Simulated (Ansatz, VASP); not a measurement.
**Cd: VASP beside Ansatz**

Contents of INCAR:

```
PREC     = Accurate       # precision mode
ENCUT    = 520            # plane-wave cutoff, eV
EDIFF    = 1E-6           # SCF threshold, eV
ISMEAR   = 0              # smearing method
SIGMA    = 0.1            # smearing width, eV
LREAL    = F              # projectors in reciprocal space
LASPH    = T              # aspherical terms in the spheres
NELM     = 60             # most SCF steps
ALGO     = Fast           # electronic algorithm
ISIF     = 2              # what is computed and relaxed
LWAVE    = F              # write WAVECAR
LCHARG   = F              # write CHGCAR
GGA      = PE             # functional
NBANDS   = 12             # bands
```

The input KPOINTS:

```
Automatic mesh
0
Gamma
  6 6 6
```

The input POSCAR:

```
Cd
1.0
    1.7581944300      1.0150940275      2.2704077011
   -1.7581944300      1.0150940275      2.2704077011
    0.0000000000     -2.0301880549      2.2704077011
Cd
1
Direct
    0.0000000000      0.0000000000      0.0000000000
```

Input for Ansatz:

```yaml
crystal:
  lattice:
    - [1.75819443, 1.0150940275, 2.2704077011]
    - [-1.75819443, 1.0150940275, 2.2704077011]
    - [0.0, -2.0301880549, 2.2704077011]
  atoms:
    - { symbol: Cd, position: [0.0, 0.0, 0.0] }
basis:
  ecutwfc: 420
kpoints:
  mp_grid: { grid: [6, 6, 6] }
hamiltonian:
  xc: pbe
scf:
  occupations: { method: gaussian, width: 0.1 }
output:
  forces: true
  stress: true
  eigenvalues: true
```

Alike in both runs: task single point; functional PBE; k mesh 6 × 6 × 6; occupations gaussian, width 0.1 eV; no spin polarisation.

|  | VASP | Ansatz |
| --- | --- | --- |
| version | VASP 6.6.1 | Ansatz 0.2.0 |
| potentials or method | VASP PAW PBE potentials, release 64 (Cd) | scalar-relativistic, plane waves, PAW |
| plane-wave cutoff (eV) | 520 | 420 |
| valence electrons in the cell | 12 | 20 |

|  | VASP | Ansatz | Ansatz less VASP |
| --- | --- | --- | --- |
| gap on the k mesh at the Fermi level (eV) | none | none | - |
| pressure (GPa) | -0.9 | -1.2 | -0.28 |
| largest component of the traceless stress (GPa) | 0.84 | 0.78 | -0.063 |

A gap of «none» marks a metal or a gap that the smearing closes. The two sets of potentials don't hold the same shells in valence.

Caveats: the k mesh is coarse (spacing up to 0.38 Å⁻¹), so the values aren't converged.
